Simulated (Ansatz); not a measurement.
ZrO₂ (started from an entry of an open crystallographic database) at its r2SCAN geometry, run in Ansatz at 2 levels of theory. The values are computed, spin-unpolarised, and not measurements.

The HSE06 input:
```yaml
crystal:
  lattice:
    - [3.601026638, 0.0, 0.0]
    - [0.0, 3.601026638, 0.0]
    - [0.0, 0.0, 5.2271837237]
  atoms:
    - { symbol: Zr, position: [0.0, 0.0, 0.0] }
    - { symbol: Zr, position: [0.5, 0.5, 0.5] }
    - { symbol: O, position: [0.0, 0.5, 0.1969684651] }
    - { symbol: O, position: [0.0, 0.5, 0.6969684651] }
    - { symbol: O, position: [0.5, 0.0, 0.3030315349] }
    - { symbol: O, position: [0.5, 0.0, 0.8030315349] }
kpoints:
  mp_grid: { grid: [4, 4, 4] }
  band_path:
    path:
      - [0.0, 0.0, 0.0]
      - [0.0, 0.5, 0.0]
      - [0.5, 0.5, 0.0]
      - [0.0, 0.0, 0.5]
      - [0.0, 0.5, 0.5]
      - [0.5, 0.5, 0.5]
      - [0.223958, 0.223958, 0.0]
    npoints: 1
hamiltonian:
  xc: hse06
scf:
  occupations: { method: fixed }
  n_extra_bands: 5
output:
  forces: true
  stress: true
  eigenvalues: true
```

Main results, then, where recorded, the levels near the gap in eV from the Fermi energy (columns number the bands from 0), one row a point of the path (Γ, X, M, Z, R, A, M–Γ (0.55)):
```
Crystal: 6 atoms, lattice volume = 67.783 Å³
Symmetry: 16 space group operations
Space group: P42/nmc (ITA 137)
```
```
Basis set: ecut = 420 eV, 1297 PW (Γ)
Bands: 29, of which v1, the nominal top of the filled ones, is band 24 counted from 1 (23 counted from 0)
k-points: 18 of 64
Exchange kernel: α = 0.2500, screened, ω = 0.2079 Å⁻¹, Wigner–Seitz truncation, v(0) = 1029.7850 eV·Å³, q-mesh 4×4×4
hybrid outer 1: dexx = +3.472e-2 eV, tail = 5.45e-5 eV
hybrid outer 2: dexx = +2.960e-6 eV, tail = 1.10e-8 eV, Δε = 2.58e-3 eV, ΔF = 3.71e-3 eV/Å
Free energy (F): -10652.167385 eV
Fermi energy:    10.032997 eV
--- Forces (eV/Å), atoms counted from 1 ---
  atom   1  Zr      0.00000      0.00000      0.00000
  atom   2  Zr      0.00000      0.00000      0.00000
  atom   3  O       0.00000      0.00000    -0.04067
  atom   4  O       0.00000      0.00000    -0.04067
  atom   5  O       0.00000      0.00000      0.04067
  atom   6  O       0.00000      0.00000      0.04067
--- Stress (GPa, compression-positive) ---
       -2.669888       0.000000       0.000000
        0.000000      -2.669888       0.000000
        0.000000       0.000000      -2.549552
  P = ⅓ Tr σ = -2.6298 GPa (-26.298 kbar)
```
```tsv
band_20	band_21	band_22	band_23	band_24	band_25	band_26
-0.730	-0.167	-0.087	-0.087	5.709	6.220	7.038
-1.515	-1.515	-0.131	-0.131	6.116	6.116	7.133
-0.844	-0.844	-0.440	-0.440	6.900	6.900	7.181
-0.620	-0.620	0.000	0.000	6.312	6.312	6.947
-1.404	-1.404	-0.924	-0.924	6.240	6.240	6.578
-1.542	-1.542	-0.061	-0.061	6.922	6.922	7.434
-0.994	-0.375	-0.168	-0.004	6.572	6.743	6.833
```

The HSE06 gap is indirect, 5.71 eV (Z to Γ), below the direct gap of 5.80 eV at Γ.

**Question.** Another run on the same cell gave
```
Basis set: ecut = 420 eV, 1297 PW (Γ)
Bands: 29, of which v1, the nominal top of the filled ones, is band 24 counted from 1 (23 counted from 0)
k-points: 18 of 64
hybrid outer 1: dexx = +4.644e-2 eV, tail = 7.36e-5 eV
hybrid outer 2: dexx = +4.744e-6 eV, tail = 1.82e-8 eV, Δε = 2.07e-3 eV, ΔF = 3.05e-3 eV/Å
Free energy (F): -10651.985207 eV
Fermi energy:    9.648083 eV
--- Forces (eV/Å), atoms counted from 1 ---
  atom   1  Zr      0.00000      0.00000      0.00000
  atom   2  Zr      0.00000      0.00000      0.00000
  atom   3  O       0.00000      0.00000    -0.03746
  atom   4  O       0.00000      0.00000    -0.03746
  atom   5  O       0.00000      0.00000      0.03746
  atom   6  O       0.00000      0.00000      0.03746
--- Stress (GPa, compression-positive) ---
       -2.584092       0.000000       0.000000
        0.000000      -2.584092       0.000000
        0.000000       0.000000      -2.491743
  P = ⅓ Tr σ = -2.5533 GPa (-25.533 kbar)
```
```tsv
band_20	band_21	band_22	band_23	band_24	band_25	band_26
-0.734	-0.168	-0.087	-0.087	6.469	6.985	7.814
-1.521	-1.521	-0.137	-0.137	6.878	6.878	7.909
-0.855	-0.855	-0.440	-0.440	7.674	7.674	7.954
-0.625	-0.625	0.000	0.000	7.080	7.080	7.721
-1.410	-1.410	-0.931	-0.931	7.004	7.004	7.346
-1.558	-1.558	-0.056	-0.056	7.695	7.695	8.212
-1.008	-0.374	-0.165	-0.008	7.341	7.514	7.606
```
Which level of theory gave it?

**Answer.** It is PBE0, judged by the exchange loop and the size of the gap (a near hybrid could fit too), on 4×4×4; the blocks that differ from the first input, but for the band path:
```yaml
hamiltonian:
  xc: pbe0
```
PBE0 gives an indirect gap of 6.47 eV, from Z to Γ; the least direct gap is 6.56 eV at Γ. With the atoms held, the mean pressure is -2.6 GPa (compression positive). (The program warns that its thresholds are loose for a hybrid's stress.)

Totals of different functionals can't be compared.

The runs are scalar-relativistic, without spin-orbit coupling.

The meshes of the hybrids are coarse, so their gaps aren't converged to the digits shown.
